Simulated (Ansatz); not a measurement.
**InSe: clamped-ion elastic tensor**

Level of theory: Ansatz 0.2.0, DFT LDA, scalar-relativistic, plane waves, PAW. Plane waves to 420 eV; Γ-centred k mesh 10×10×8; fixed occupations. No spin polarisation.

The cell, relaxed at this level:
```yaml
crystal:
  lattice:
    - [5.84105, -2.04154, 0.02148]
    - [5.84105, 2.04154, 0.02148]
    - [-1.57642, 0.00000, 4.13157]
  atoms:
    - { symbol: In, position: [0.88485, 0.88485, 0.01881] }
    - { symbol: In, position: [0.11515, 0.11515, 0.98119] }
    - { symbol: Se, position: [0.65254, 0.65254, 0.63272] }
    - { symbol: Se, position: [0.34746, 0.34746, 0.36728] }
```

(1) Give the clamped-ion elastic constants (GPa, Voigt order xx yy zz yz xz xy, on the axes of the cell above).

(2) And the moduli of a polycrystal (Hill averages)?

Results:

(1)
```
150.3  32.0  42.3   0.0  14.5   0.0
 32.0 110.3  52.1   0.0 -16.7   0.0
 42.3  52.1  80.1   0.0  15.9   0.0
  0.0   0.0   0.0  47.5   0.0 -19.4
 14.5 -16.7  15.9   0.0  49.4   0.0
  0.0   0.0   0.0 -19.4   0.0  37.6
```

(2) B = 64 GPa, G = 35 GPa, E = 89 GPa, ν = 0.27.

This form isn't the usual stable structure of the compound.

Cost: 1 run of about 5.2 core-minutes, on Intel Xeon 6975P-C (Granite Rapids) (shared hosts).